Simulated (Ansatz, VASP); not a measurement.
## Rb in VASP and in Ansatz

The input INCAR:

```
ALGO     = Fast           # electronic algorithm
EDIFF    = 1E-6           # SCF threshold, eV
ENCUT    = 520            # plane-wave cutoff, eV
GGA      = PE             # functional
ISIF     = 2              # what is computed and relaxed
ISMEAR   = 0              # smearing method
LASPH    = True           # aspherical terms in the spheres
LCHARG   = True           # write CHGCAR
LELF     = True           # ELF
LREAL    = False          # projectors in reciprocal space
LVHAR    = True         
LWAVE    = False          # write WAVECAR
NBANDS   = 10             # bands
NELM     = 60             # most SCF steps
PREC     = Accurate       # precision mode
SIGMA    = 0.15           # smearing width, eV
```

File KPOINTS:

```
k-points
0
Gamma
  14 14 14
```

POSCAR

```
Rb
1.0
   -2.6405470970      2.6405470970      3.1686565164
    2.6405470970     -2.6405470970      3.1686565164
    2.6405470970      2.6405470970     -3.1686565164
Rb
1
Direct
    0.0000000000      0.0000000000      0.0000000000
```

Input for Ansatz:

```yaml
crystal:
  lattice:
    - [-2.640547097, 2.640547097, 3.1686565164]
    - [2.640547097, -2.640547097, 3.1686565164]
    - [2.640547097, 2.640547097, -3.1686565164]
  atoms:
    - { symbol: Rb, position: [0.0, 0.0, 0.0] }
basis:
  ecutwfc: 420
kpoints:
  mp_grid: { grid: [14, 14, 14] }
hamiltonian:
  xc: pbe
scf:
  occupations: { method: gaussian, width: 0.15 }
output:
  forces: true
  stress: true
  eigenvalues: true
```

Alike in both runs: task single point; functional PBE; k mesh 14 × 14 × 14; occupations gaussian, width 0.15 eV; no spin polarisation.

```csv
,VASP,Ansatz
version,VASP 6.6.1,Ansatz 0.2.0
potentials or method,"VASP PAW PBE potentials, release 64 (Rb_sv)","scalar-relativistic, plane waves, PAW"
plane-wave cutoff (eV),520,420
valence electrons in the cell,9,9
```

```csv
,VASP,Ansatz,Ansatz less VASP
gap on the k mesh at the Fermi level (eV),none,none,-
pressure (GPa),0.1,0.1,0.00
```

A gap of «none» marks a metal or a gap that the smearing closes.
